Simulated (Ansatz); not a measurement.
**NiO: the gap under pressure**

NiO, Fm-3m, a = 4.189 Å. Ansatz: r2SCAN, PAW, 500 eV, Γ-centred 12×12×12 mesh on 2 atoms, Gaussian smearing 0.02 eV; collinear spin, largest moment 1.7 μB. Cell and atoms are relaxed at each pressure, and no other structure is tried, so the rows at high pressure may lie past a change of phase. The gap is sought over the whole zone. The pressures are the targets, met within 0.07 GPa.

```tsv
P (GPa)	gap y (eV)
-2.0	?
0.0	0.824
2.0	0.792
5.0	0.745
10.0	0.670
20.0	0.529
40.0	0.266
```

Question: Fit y = E0 + αP + βP² to the other rows and predict the missing gap.

Answer: Least squares on the rows shown. y = 0.8230 − 0.01561 P + 4.220×10⁻⁵ P². So α = -15.6 meV/GPa at zero pressure. At P = -2.0 the fit asked for gives 0.854 eV. The run gave 0.856 eV, so the fit is 0.002 eV too low, a small miss on the scale of the series.

The state reached may not be the lowest one. The cell holds one magnetic atom, so it can only be ferromagnetic; an antiferromagnetic order may lie lower. The mesh isn't the same in all rows (12×12×12, 16×16×16). The gap lies between magnetic d or f levels as this functional and this order place them; the measured one can be wider, narrower or absent.